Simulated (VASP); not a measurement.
## VASP 6.6.1 run: BaTe

INCAR

```
IBRION = -1
ENCUT = 520
NELM = 120
NSW = 0
ISMEAR = 0
GGA = PS
EDIFF = 1E-7
ISIF = 2
LMAXMIX = 4
PREC = Low
LASPH = .TRUE.
LWAVE = .FALSE.
LCHARG = .FALSE.
NBANDS = 20
SIGMA = 0.01
LREAL = .FALSE.
```

KPOINTS

```
KPOINTS created by Atomic Simulation Environment
0
Gamma
6 6 6
0 0 0
```

POSCAR

```
Ba Te
 1.0000000000000000
     0.0000000000000000    3.5323868449000000    3.5323868449000000
     3.5323868449000000    0.0000000000000000    3.5323868449000000
     3.5323868449000000    3.5323868449000000    0.0000000000000000
 Ba  Te
   1   1
Cartesian
  0.0000000000000000  0.0000000000000000  0.0000000000000000
  3.5323868449000000  3.5323868449000000  3.5323868449000000
```

The recommended PBE PAW datasets give the neutral cell 16 valence electrons.

Command

```
mpirun -np 1 vasp_std
```

OSZICAR

```
N       E                     dE             d eps       ncg     rms          rms(c)
DAV:   1     0.760618260609E+02    0.76062E+02   -0.60054E+03   640   0.667E+02
DAV:   2    -0.441106033410E+01   -0.80473E+02   -0.73881E+02   856   0.129E+02
DAV:   3    -0.920997450706E+01   -0.47989E+01   -0.47536E+01   816   0.300E+01
DAV:   4    -0.930094891286E+01   -0.90974E-01   -0.90915E-01   856   0.420E+00
DAV:   5    -0.930428862754E+01   -0.33397E-02   -0.33396E-02   832   0.654E-01    0.357E+00
DAV:   6    -0.918273193058E+01    0.12156E+00   -0.74556E-02   720   0.133E+00    0.227E+00
DAV:   7    -0.917471612409E+01    0.80158E-02   -0.71307E-02   788   0.120E+00    0.784E-01
DAV:   8    -0.917770577588E+01   -0.29897E-02   -0.87028E-03   708   0.469E-01    0.208E-01
DAV:   9    -0.917780078991E+01   -0.95014E-04   -0.38182E-04   728   0.112E-01    0.946E-02
DAV:  10    -0.917790185324E+01   -0.10106E-03   -0.19913E-04   760   0.745E-02    0.302E-02
DAV:  11    -0.917790612672E+01   -0.42735E-05   -0.23739E-05   780   0.205E-02    0.316E-02
DAV:  12    -0.917790296102E+01    0.31657E-05   -0.11204E-05   704   0.146E-02    0.411E-02
DAV:  13    -0.917790362223E+01   -0.66121E-06   -0.12592E-06   712   0.578E-03    0.512E-03
DAV:  14    -0.917790367576E+01   -0.53525E-07   -0.69341E-08   600   0.110E-03
   1 F= -.91779037E+01 E0= -.91779037E+01  d E =-.175909E-60
```

From OUTCAR

```
k-points           NKPTS =     16   k-points in BZ     NKDIM =     16   number of bands    NBANDS=     20

   NELECT =      16.0000    total number of electrons

   dimension x,y,z NGX =    28 NGY =   28 NGZ =   28
   dimension x,y,z NGXF=    28 NGYF=   28 NGZF=   28

  energy-cutoff  :      520.00
  volume of cell :       88.15
      direct lattice vectors                 reciprocal lattice vectors
     0.000000000  3.532386845  3.532386845    -0.141547351  0.141547351  0.141547351
     3.532386845  0.000000000  3.532386845     0.141547351 -0.141547351  0.141547351
     3.532386845  3.532386845  0.000000000     0.141547351  0.141547351 -0.141547351

 k-points in reciprocal lattice and weights: KPOINTS created by Atomic Simulation Env
   0.00000000  0.00000000  0.00000000       0.005
   0.16666667  0.00000000  0.00000000       0.037
   0.33333333  0.00000000  0.00000000       0.037
   0.50000000  0.00000000  0.00000000       0.019
   0.16666667  0.16666667  0.00000000       0.028
   0.33333333  0.16666667  0.00000000       0.111
   0.50000000  0.16666667  0.00000000       0.111
  -0.33333333  0.16666667  0.00000000       0.111
   ...

 E-fermi :   2.0973

 k-point     1 :       0.0000    0.0000    0.0000
  band No.  band energies     occupation
      1     -25.0711      2.00000
      2     -10.2011      2.00000
      3     -10.2011      2.00000
      4     -10.2011      2.00000
      5      -7.5355      2.00000
      6       1.9831      2.00000
      7       1.9831      2.00000
      8       1.9831      2.00000
      9       4.6317      0.00000
     10       4.8654      0.00000
     11       4.8654      0.00000
     12       4.8654      0.00000
     13       5.4811      0.00000
     14       5.4811      0.00000
     15       8.8147      0.00000
     16      13.8919      0.00000
     17      13.8919      0.00000
     18      13.8919      0.00000
     19      14.3768      0.00000
     20      14.3768      0.00000

 k-point     2 :       0.1667    0.0000    0.0000
  band No.  band energies     occupation
      1     -25.0682      2.00000
      2     -10.3092      2.00000
      3     -10.2040      2.00000
      4     -10.2040      2.00000
      5      -7.3593      2.00000
      6       1.1792      2.00000
      7       1.6197      2.00000
      8       1.6197      2.00000
      9       4.8675      0.00000
     10       5.1942      0.00000
     11       5.1942      0.00000
     12       5.7470      0.00000
     13       6.2127      0.00000
     14       6.2127      0.00000
     15       9.6261      0.00000
     16      11.7844      0.00000
     17      12.4113      0.00000
     18      12.4114      0.00000
     19      14.4954      0.00000
     20      14.4954      0.00000

 k-point     3 :       0.3333    0.0000    0.0000
  band No.  band energies     occupation
      1     -25.0625      2.00000
      2     -10.4972      2.00000
      3     -10.2098      2.00000
      4     -10.2097      2.00000
      5      -7.0242      2.00000
      6       0.1713      2.00000
      7       1.1004      2.00000
      8       1.1004      2.00000
      9       5.2793      0.00000
     10       6.0347      0.00000
     11       6.0347      0.00000
     12       7.1111      0.00000
     13       7.7980      0.00000
     14       7.7981      0.00000
     15       9.8304      0.00000
     16      10.3311      0.00000
     17      10.3311      0.00000
     18      12.1367      0.00000
     19      13.3092      0.00000
     20      13.3093      0.00000

 ...

  Total       -0.6542197     -0.6542197     -0.6542197      0.0000000     -0.0000000      0.0000000
  in kB      -11.8904806    -11.8904806    -11.8904806      0.0000000     -0.0000000      0.0000000
  external PRESSURE =     -11.8904806 kB  Pullay stress =       0.0000000 kB

 POSITION                                       TOTAL-FORCE (eV/Angst)
 -----------------------------------------------------------------------------------
      0.00000      0.00000      0.00000         0.000000     -0.000000      0.000000
      3.53239      3.53239      3.53239        -0.000000      0.000000     -0.000000
 -----------------------------------------------------------------------------------
    total drift:                               -0.000000      0.000000     -0.000000

  FREE ENERGIE OF THE ION-ELECTRON SYSTEM (eV)
  ---------------------------------------------------
  free  energy   TOTEN  =        -9.1779036758 eV

  energy  without entropy=       -9.1779036758  energy(sigma->0) =       -9.17790368
```

It converged. Results: gap between bands v and c on the k mesh 1.49 eV; least direct gap on the k mesh 1.88 eV; pressure -1.2 GPa. Band v is the last that the valence electrons fill when counted band by band, and c is the next.

For comparison, a separate PBEsol run of the intended cell, on usual settings and not on those above, gives a gap of 1.49 eV on its mesh and a pressure of -1.2 GPa.

The run above took about 7.3 s on one core of a shared host (Intel Xeon 6975P-C) and held 0.14 GiB at most.
